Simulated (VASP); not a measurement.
## CdSe in VASP 6.6.1, single-point calculation

INCAR

```
ISMEAR = 0
LCHARG = .FALSE.
GGA = PS
PREC = Accurate
NBANDS = 16
LREAL = .FALSE.
LWAVE = .FALSE.
LASPH = .TRUE.
IBRION = -1
ISIF = 2
EDIFF = 1E-7
NSW = 0
ENCUT = 520
NELM = 98
SIGMA = 0.01
```

KPOINTS

```
KPOINTS created by Atomic Simulation Environment
0
Gamma
8 8 8
0 0 0
```

POSCAR

```
Cd Se
 1.0000000000000000
    -0.0000000000000000    3.0677809653893693    3.0677809653893693
     3.0677809653893693    0.0000000000000000    3.0677809653893693
     3.0677809653893693    3.0677809653893693    0.0000000000000000
 Cd  Se
   1   1
Cartesian
  0.0000000000000000  0.0000000000000000  0.0000000000000000
 -0.1303193354097404 -0.5805161920806303 -0.3688393054687639
```

The recommended PBE PAW datasets give the neutral cell 18 valence electrons.

Command

```
mpirun -np 1 vasp_std
```

Task: Predict the outcome of this run.

Result: It converged. Results: gap between bands v and c on the k mesh 3.27 eV; least direct gap on the k mesh 3.89 eV; pressure 984.4 GPa; largest force 1517.13 eV/Å. Band v is the last that the valence electrons fill when counted band by band, and c is the next.

OSZICAR

```
N       E                     dE             d eps       ncg     rms          rms(c)
DAV:   1     0.468330900901E+03    0.46833E+03   -0.11794E+04  9048   0.104E+03
DAV:   2     0.367987490292E+03   -0.10034E+03   -0.98384E+02 10280   0.267E+02
DAV:   3     0.363934110119E+03   -0.40534E+01   -0.40436E+01 10536   0.523E+01
DAV:   4     0.363871572538E+03   -0.62538E-01   -0.62532E-01 10688   0.662E+00
DAV:   5     0.363870119974E+03   -0.14526E-02   -0.14526E-02 10752   0.922E-01    0.792E+02
DAV:   6     0.368731981169E+03    0.48619E+01   -0.32757E+00  9968   0.237E+01    0.466E+02
DAV:   7     0.370401366056E+03    0.16694E+01   -0.35014E+00  9904   0.238E+01    0.413E+01
DAV:   8     0.370509155917E+03    0.10779E+00   -0.46080E-01  9064   0.856E+00    0.500E+00
DAV:   9     0.370508321404E+03   -0.83451E-03   -0.19382E-02 11000   0.102E+00    0.311E+00
DAV:  10     0.370508395769E+03    0.74365E-04   -0.12406E-03 10008   0.293E-01    0.151E+00
DAV:  11     0.370508484867E+03    0.89098E-04   -0.23675E-04 10424   0.199E-01    0.195E-01
DAV:  12     0.370508484880E+03    0.12806E-07   -0.16463E-05 10984   0.411E-02    0.427E-02
DAV:  13     0.370508485400E+03    0.51985E-06   -0.74775E-07 10744   0.650E-03    0.292E-02
DAV:  14     0.370508485340E+03   -0.59721E-07   -0.20543E-07  9152   0.282E-03
   1 F= 0.37050849E+03 E0= 0.37050849E+03  d E =-.199609-130
```

These settings aren't sound, so the numbers aren't properties of the crystal.

The fault: overlapping atoms.

On sound settings PBEsol gives a gap of 0.43 eV on its mesh and a pressure of -1.0 GPa for the intended cell.
